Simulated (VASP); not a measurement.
# BaTiO3 (P4mm) in VASP: a series of runs

The runs below take BaTiO3 through single point, with PBE.

Program: VASP 6.6.1. These are calculated values, not measurements. Logs are shortened: lines on timing, memory, paths and dates and some standing lists are left out, and cuts for length are marked.

### 1 The undisturbed crystal

It takes space group P4mm (No. 99, tetragonal). Conventional cell: a = 4.000 Å, b = 4.000 Å, c = 4.018 Å, α = 90.00°, β = 90.00°, γ = 90.00°. Ba (site symmetry 4mm) has 12 O at 2.79 to 2.88 Å as nearest neighbours. Ti (site symmetry 4mm) is surrounded by 6 O at 1.89 to 2.13 Å. O (site symmetry 2mm) is surrounded by 2 Ti at 2.00 Å. O (site symmetry 4mm) is surrounded by 2 Ti at 1.89 to 2.13 Å.

### 2 Single point, PBE

Contents of INCAR:

```
SYSTEM = BaTiO3
PREC = Accurate
ENCUT = 520
EDIFF = 1E-7
ISMEAR = 0
SIGMA = 0.05
LREAL = .FALSE.
LASPH = .TRUE.
NELM = 100
ALGO = Normal
ISIF = 2
LWAVE = .FALSE.
LCHARG = .FALSE.
GGA = PE
NBANDS = 28
ADDGRID = .FALSE.
```

Contents of KPOINTS:

```
regular mesh
0
G
  6 6 6
  0 0 0
```

Contents of POSCAR:

```
BaTiO3
1.0
    3.9998000000      0.0000000000      0.0000000000
    0.0000000000      3.9998000000      0.0000000000
    0.0000000000      0.0000000000      4.0180000000
Ba Ti O
1 1 3
Direct
    0.0050340000     -0.0151990000     -0.0081960000
    0.5109990000      0.5026790000      0.4796360000
   -0.0079330000      0.4990990000      0.5319510000
    0.5087000000     -0.0034200000      0.5100070000
    0.5274750000      0.4823970000      0.0100750000
```

Potentials or basis: VASP PAW PBE potentials, release 64 (Ba_sv, Ti_sv, O).

On the command line:

```sh
$ cat potpaw_PBE.64/Ba_sv/POTCAR potpaw_PBE.64/Ti_sv/POTCAR potpaw_PBE.64/O/POTCAR > POTCAR
$ mpirun -np 1 vasp_std > vasp.out
```

OUTCAR:

```text
SYSTEM = BaTiO3
   PREC = Accurate
   ENCUT = 520
   EDIFF = 1E-7
   ISMEAR = 0
   LREAL = .FALSE.
   LASPH = .TRUE.
   NELM = 100
   ISIF = 2
   GGA = PE

 Found    112 irreducible k-points:

 Following reciprocal coordinates:
            Coordinates               Weight
  0.000000  0.000000  0.000000      1.000000
  0.166667  0.000000  0.000000      2.000000
  0.000000  0.166667  0.000000      2.000000
  0.333333  0.000000  0.000000      2.000000
  0.000000  0.333333  0.000000      2.000000
  0.500000  0.000000  0.000000      1.000000
   k-points           NKPTS =    112   k-points in BZ     NKDIM =    112   number of bands    NBANDS=     28
   number of dos      NEDOS =    301   number of ions     NIONS =      5
   total plane-waves  NPLWV =  27000
   dimension x,y,z NGX =    30 NGY =   30 NGZ =   30
   dimension x,y,z NGXF=    60 NGYF=   60 NGZF=   60
   ions per type =               1   1   3
   NGX,Y,Z   is equivalent  to a cutoff of  12.47, 12.47, 12.41 a.u.
   NGXF,Y,Z  is equivalent  to a cutoff of  24.94, 24.94, 24.83 a.u.
 SYSTEM =  BaTiO3
   PREC   = accura    normal or accurate (medium, high low for compatibility)
   ISTART =      0    job   : 0-new  1-cont  2-samecut
   ICHARG =      2    charge: 1-file 2-atom 10-const
   ISPIN  =      1    spin polarized calculation?
   LNONCOLLINEAR =      F non collinear calculations
   LSORBIT =      F    spin-orbit coupling
   LASPH  =      T    aspherical Exc in radial PAW
   ENCUT  =  520.0 eV  38.22 Ry    6.18 a.u.   7.44  7.44  7.47*2*pi/ulx,y,z
   NELM   =    100;   NELMIN=  2; NELMDL= -5     # of ELM steps
   EDIFF  = 0.1E-06   stopping-criterion for ELM
   LREAL  =      F    real-space projection
   EDIFFG = 0.1E-05   stopping-criterion for IOM
   NSW    =      0    number of steps for IOM
   IBRION =     -1    ionic relax: 0-MD 1-quasi-New 2-CG
   NFREE  =      0    steps in history (QN), initial steepest desc. (CG)
   ISIF   =      2    stress and relaxation
   ISYM   =      2    0-nonsym 1-usesym 2-fastsym
   POTIM  = 0.5000    time-step for ionic-motion
   TEBEG  =    0.0;   TEEND  =   0.0 temperature during run
   PSTRESS=    0.0 pullay stress
   NELECT =      40.0000    total number of electrons
   NUPDOWN=      -1.0000    fix difference up-down
   EMIN   =  10.00;   EMAX   =-10.00  energy-range for DOS
   EFERMI =   0.00;   METHOD = LEGACY
   ISMEAR =     0;   SIGMA  =   0.05  broadening in eV -4-tet -1-fermi 0-gaus
   EFERMI_NEDOS =   21; number of points for ismear=-14 and -15
   IALGO  =     38    algorithm
   IMIX   =      4    mixing-type and parameters
     AMIX     =   0.40;   BMIX     =  1.00
     AMIX_MAG =   1.60;   BMIX_MAG =  1.00
  volume/ion in A,a.u.               =      12.86        86.76
  Fermi-wavevector in a.u.,A,eV,Ry     =   1.397653  2.641181 26.578078  1.953434
  Thomas-Fermi vector in A             =   2.520888
   LORBIT       =      0    0 simple, 1 ext, 2 COOP (PROOUT), +10 PAW based schemes
   GGA     = PE    functional components
   LHFCALC =     F    Hartree Fock is set to
   AEXX    =    0.0000 exact exchange contribution
   IVDW    =     0    specifies the selected vdW correction
   LEPSILON=     F    determine dielectric tensor
   LRPA    =     F    only Hartree local field effects (RPA)
 non-spin polarized calculation
 Gauss-broadening in eV      SIGMA  =   0.05
  energy-cutoff  :      520.00
  volume of cell :       64.28
 maximum number of plane-waves:      1751
 NGX is ok and might be reduce to    30
   NGX = 15   NGY = 15   NGZ = 15

 number of electron      40.0000002 magnetization

 Free energy of the ion-electron system (eV)
  ---------------------------------------------------
  ext. energy  EPLUGINS =         0.00000000
  ---------------------------------------------------
  free energy    TOTEN  =       -39.87555801 eV

  energy without entropy =      -39.87555801  energy(sigma->0) =      -39.87555801

 E-fermi :   4.1071     XC(G=0): -11.2388

 val. band max:        3.8266655379   @ k =   0.5000   0.5000   0.5000
 cond. band min:       5.6944101010   @ k =   0.0000   0.0000   0.0000
 fundamental gap:      1.8677445632
 Fermi energy:         4.1071075930

 k-point     1 :       0.0000    0.0000    0.0000
  band No.  band energies     occupation
      1     -52.7280      2.00000
      2     -28.9684      2.00000
      3     -28.9527      2.00000
      4     -28.9407      2.00000
      5     -21.0026      2.00000
      6     -13.0807      2.00000
      7     -12.4074      2.00000
      8     -12.3641      2.00000
      9      -6.1866      2.00000
     10      -6.1756      2.00000
     11      -6.1712      2.00000
     12       1.3987      2.00000
     13       1.5048      2.00000
     14       1.5440      2.00000
     15       2.5598      2.00000
     16       2.5861      2.00000
     17       2.6403      2.00000
     18       3.3974      2.00000
     19       3.4865      2.00000
     20       3.5409      2.00000
     21       5.6944      0.00000
     22       5.9390      0.00000
     23       6.1297      0.00000
     24       7.8823      0.00000
     25       8.0106      0.00000
     26       8.8602      0.00000
     27       8.9580      0.00000
     28      11.0783      0.00000

 k-point     2 :       0.1667    0.0000    0.0000
  band No.  band energies     occupation
      1     -52.7278      2.00000
      2     -28.9688      2.00000
      3     -28.9648      2.00000
      4     -28.9403      2.00000
      5     -20.9732      2.00000
      6     -13.1057      2.00000
      7     -12.3988      2.00000
      8     -12.3402      2.00000
      9      -6.1472      2.00000
     10      -6.1302      2.00000
     11      -6.0720      2.00000
     12       1.0166      2.00000
     13       1.4022      2.00000
     14       1.4518      2.00000
     15       2.2849      2.00000
     16       2.3538      2.00000
     17       2.4343      2.00000
     18       2.9670      2.00000
     19       3.3250      2.00000
     20       3.4465      2.00000
     21       5.9338      0.00000
     22       6.1889      0.00000
     23       6.2789      0.00000
     24       7.9469      0.00000
     25       8.6048      0.00000
     26       9.3824      0.00000
     27       9.4525      0.00000
     28      11.7151      0.00000

 k-point     3 :       0.0000    0.1667    0.0000
  band No.  band energies     occupation
      1     -52.7278      2.00000
      2     -28.9680      2.00000
      3     -28.9540      2.00000
      4     -28.9522      2.00000
      5     -20.9727      2.00000
      6     -13.1113      2.00000
      7     -12.3899      2.00000
      8     -12.3391      2.00000
      9      -6.1569      2.00000
     10      -6.1360      2.00000
     11      -6.0573      2.00000
     12       1.0757      2.00000
     13       1.3372      2.00000
     14       1.4399      2.00000
     15       2.2553      2.00000
     16       2.3340      2.00000
     17       2.5185      2.00000
     18       2.9563      2.00000
     19       3.2046      2.00000
     20       3.4194      2.00000
     21       6.1231      0.00000
     22       6.1762      0.00000
     23       6.2908      0.00000
     24       8.0035      0.00000
     25       8.5586      0.00000
     26       9.3455      0.00000
     27       9.4389      0.00000
     28      11.7124      0.00000

 k-point     4 :       0.3333    0.0000    0.0000
  band No.  band energies     occupation
      1     -52.7272      2.00000
      2     -28.9916      2.00000
      3     -28.9667      2.00000
      4     -28.9393      2.00000
      5     -20.9132      2.00000
      6     -13.2290      2.00000
      7     -12.3758      2.00000
      8     -12.2071      2.00000
      9      -6.0616      2.00000
     10      -6.0442      2.00000
     11      -5.8724      2.00000
     12       0.2620      2.00000
     13       1.1902      2.00000
     14       1.2034      2.00000
     15       1.8971      2.00000
     16       1.9747      2.00000
     17       2.1477      2.00000
     18       2.3515      2.00000
     19       3.0023      2.00000
     20       3.1509      2.00000
     21       6.0264      0.00000
     22       6.9187      0.00000
     23       6.9661      0.00000
     24       7.9424      0.00000
     25       9.3579      0.00000
     26      10.4269      0.00000
     27      10.6342      0.00000
     28      12.1834      0.00000

 k-point     5 :       0.0000    0.3333    0.0000
  band No.  band energies     occupation
      1     -52.7272      2.00000
      2     -28.9804      2.00000
      3     -28.9668      2.00000
      4     -28.9512      2.00000
      5     -20.9115      2.00000
      6     -13.2471      2.00000
      7     -12.3598      2.00000
      8     -12.1893      2.00000
      9      -6.0684      2.00000
     10      -6.0576      2.00000
     11      -5.8559      2.00000
     12       0.2610      2.00000
     13       1.1135      2.00000
     14       1.1804      2.00000
     15       1.8945      2.00000
     16       1.9612      2.00000
     17       2.2115      2.00000
     18       2.3229      2.00000
     19       2.8805      2.00000
     20       3.1258      2.00000
     21       6.2067      0.00000
     22       6.9805      0.00000
     23       7.0213      0.00000
     24       8.0005      0.00000
     25       9.4078      0.00000
     26      10.3513      0.00000
     27      10.5878      0.00000
     28      12.1028      0.00000

 k-point     6 :       0.5000    0.0000    0.0000
  band No.  band energies     occupation
      1     -52.7270      2.00000
      2     -29.0043      2.00000
      3     -28.9662      2.00000
      4     -28.9388      2.00000
      5     -20.8826      2.00000
      6     -13.3109      2.00000
      7     -12.3656      2.00000
      8     -12.1104      2.00000
      9      -6.0169      2.00000
     10      -5.9989      2.00000
     11      -5.7741      2.00000
     12      -0.0896      2.00000
     13       1.0305      2.00000
     14       1.0721      2.00000
     15       1.7003      2.00000
     16       1.7769      2.00000
     17       2.0695      2.00000
     18       2.1742      2.00000
     19       2.8548      2.00000
     20       3.0235      2.00000
     21       6.0696      0.00000
     22       7.2789      0.00000
     23       7.3353      0.00000
     24       7.9286      0.00000
     25       9.5851      0.00000
     26      10.9550      0.00000
     27      11.4061      0.00000
     28      12.1265      0.00000

 [... further k-points ...]

------------------------ aborting loop because EDIFF is reached ----------------------------------------

  FORCE on cell =-STRESS in cart. coord.  units (eV):
  Direction    XX          YY          ZZ          XY          YZ          ZX
  --------------------------------------------------------------------------------------
  -------------------------------------------------------------------------------------
  Total        1.7600733      1.8454081      2.1806194      0.0441218     -0.0278981     -0.0537400
  in kB       43.8687083     45.9956237     54.3505524      1.0997083     -0.6953414     -1.3394355
  external PRESSURE =      48.0716281 kB  Pullay stress =       0.0000000 kB

 VOLUME and BASIS-vectors are now :
 -----------------------------------------------------------------------------
  energy-cutoff  :      520.00
  volume of cell :       64.28
      direct lattice vectors                 reciprocal lattice vectors
     3.999800000  0.000000000  0.000000000     0.250012501  0.000000000  0.000000000
     0.000000000  3.999800000  0.000000000     0.000000000  0.250012501  0.000000000
     0.000000000  0.000000000  4.018000000     0.000000000  0.000000000  0.248880040

 POSITION                                       TOTAL-FORCE (eV/Angst)
 -----------------------------------------------------------------------------------
      0.02013      3.93901      3.98507         0.135760      0.362349      0.147741
      2.04389      2.01062      1.92718         0.297263     -0.206159      0.069693
      3.96807      1.99630      2.13738         0.646095     -0.073527     -0.690456
      2.03470      3.98612      2.04921        -0.352475     -0.364436     -0.230896
      2.10979      1.92949      0.04048        -0.726643      0.281772      0.703918
 -----------------------------------------------------------------------------------
    total drift:                               -0.000263     -0.000878     -0.000516

  FREE ENERGIE OF THE ION-ELECTRON SYSTEM (eV)
  ---------------------------------------------------
  free  energy   TOTEN  =       -39.8755580137 eV

  energy  without entropy=      -39.8755580137  energy(sigma->0) =      -39.87555801
```

Wall time 85 s (1 thread of Intel Xeon 6975P-C (Granite Rapids), shared host); peak memory 0.32 GiB.

The run converged, but some of its settings lie outside the range that counts as converged, so its numbers aren't taken as properties of the crystal.

Results:

```yaml
Free_energy: -39.8756 eV
Pressure: 4.8 GPa
Largest_force: 1.050 eV/Å
Band_gap_on_the_k_mesh: 1.87 eV, indirect (least direct gap 2.15 eV)
```

Caveat: spin-orbit coupling is left out, which moves the levels of the heavy elements.

### 3 Single point, PBE

INCAR, as its differences from that of step 2:

```diff
@@ -2,3 +2,3 @@
 PREC = Accurate
-ENCUT = 520
+ENCUT = 650
 EDIFF = 1E-7
```

Contents of KPOINTS:

```
regular mesh
0
G
  7 7 7
  0 0 0
```

POSCAR is that of step 2.

Potentials or basis: VASP PAW PBE potentials, release 64 (Ba_sv, Ti_sv, O).

On the command line:

```sh
$ cat potpaw_PBE.64/Ba_sv/POTCAR potpaw_PBE.64/Ti_sv/POTCAR potpaw_PBE.64/O/POTCAR > POTCAR
$ mpirun -np 1 vasp_std > vasp.out
```

Run time: 3.5 min. Hardware: 1 thread of Intel Xeon 6975P-C (Granite Rapids), shared host; peak memory 0.52 GiB.

These settings aren't checked as converged: the numbers below hold their error.

Results:

```
Free energy            : -39.8879 eV
Pressure               : 4.6 GPa
Largest force          : 1.055 eV/Å
Band gap on the k mesh : 1.95 eV, indirect (least direct gap 2.15 eV)
```

Caveat: spin-orbit coupling is left out, which moves the levels of the heavy elements; an odd mesh through Γ misses points on the zone boundary, where band edges often lie.
